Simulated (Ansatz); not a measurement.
**Lattice vibrations of ZrN at Γ at -3 GPa**

All numbers below come from Ansatz, DFT PBE, scalar-relativistic, plane waves, PAW. Settings: 420 eV plane-wave cutoff, Γ-centred 16×16×16 mesh, Fermi-Dirac smearing of 0.15 eV. No spin polarisation. Phonons by linear response, acoustic sum rule imposed.

The cell, relaxed at -3 GPa:
```xyz
2
Lattice="0.0000 2.3074 2.3074 2.3074 0.0000 2.3074 2.3074 2.3074 0.0000" Properties=species:S:1:pos:R:3 pbc="T T T"
Zr    0.0000    0.0000    0.0000
N     2.3074    2.3074    2.3074
```

In a metal, frequencies and elastic constants depend on the k mesh and the smearing, soft modes and shear constants most. Spin polarisation was left out, and a magnetic state may lie lower.

Optical modes at Γ; i marks an imaginary frequency:
| frequency (meV) | degeneracy |
| --- | --- |
| 57.3 | 3 |

All 3 optical modes at Γ are real: no displacement of atoms at fixed cell lowers the energy to second order. Strains and modes at other wave vectors aren't tested by this run.

Cost: 1 run of about 0.35 core-minutes, on Intel Xeon Platinum 8488C (Sapphire Rapids) (shared hosts).